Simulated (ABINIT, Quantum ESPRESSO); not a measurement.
This is a calculation of ZrB2 for Quantum ESPRESSO 7.5. 

The input pw.in:

```
&CONTROL
  calculation = 'scf'
  prefix = 'pwscf'
  outdir = './tmp'
  pseudo_dir = './pseudo'
  tprnfor = .true.
  tstress = .true.
  disk_io = 'nowf'
/
&SYSTEM
  ibrav = 0
  nat = 3
  ntyp = 2
  ecutwfc = 55
  ecutrho = 440
  nbnd = 15
  occupations = 'smearing'
  smearing = 'fd'
  degauss = 0.00367493
/
&ELECTRONS
  conv_thr = 6d-10
  electron_maxstep = 120
  mixing_beta = 0.5
/
ATOMIC_SPECIES
Zr    91.2240 Zr_pbe_v1.uspp.F.UPF
B     10.8100 b_pbe_v1.4.uspp.F.UPF
CELL_PARAMETERS angstrom
   3.1700000000    0.0000000000    0.0000000000
  -1.5850000000    2.7453005300    0.0000000000
   0.0000000000    0.0000000000    3.5330000000
ATOMIC_POSITIONS crystal
Zr     0.0000000000    0.0000000000    0.0000000000
B      0.6666666667    0.3333333333    0.5000000000
B      0.3333333333    0.6666666667    0.5000000000
K_POINTS automatic
10 10 8 0 0 0
```

Potentials or basis: SSSP 1.3 efficiency PBE.

Launch:

```sh
$ OMP_NUM_THREADS=1 pw.x -in pw.in > pw.out
```

Question: What does the same run look like in ABINIT 10.8.3 (patched build)? Potentials or basis there: JTH PAW PBE v2.0, cutoff 463 eV.

Answer: As run (cutoffs and basis follow the program's own potentials, and thresholds, step limits or extra output files can differ):

Contents of run.abi:

```
# Pseudopotentials
pp_dirpath "./"
pseudos "Zr.GGA_PBE-JTH.xml, B.GGA_PBE-JTH.xml"

# Structure
acell 3*1.0
rprim
     5.9904318151     0.0000000000     0.0000000000
    -2.9952159075     5.1878661315     0.0000000000
     0.0000000000     0.0000000000     6.6764023983
ntypat 2
znucl 40 5
natom 3
typat 1 2 2
xred
     0.0000000000     0.0000000000     0.0000000000
     0.6666666667     0.3333333333     0.5000000000
     0.3333333333     0.6666666667     0.5000000000

# Plane-wave basis
ecut 17.0
pawecutdg 34.0

# k points
kptopt 1
ngkpt 10 10 8
nshiftk 1
shiftk 0.0 0.0 0.0

# Exchange and correlation
ixc 11

# Bands and occupations
nband 13
occopt 3
tsmear 0.05 eV

# SCF cycle
nstep 100
tolvrs 1.0e-9

# Output
iomode 3
prtwf 0
prtden 0
prteig 0
prtebands 0
enunit 2
```

Potentials or basis: JTH PAW PBE v2.0.

Run with:

```sh
$ abinit run.abi > log 2>&1
```

Both were run:

|  | Quantum ESPRESSO | ABINIT |
| --- | --- | --- |
| Pressure | 0.5 GPa | 0.6 GPa |

Pressure is positive in compression.
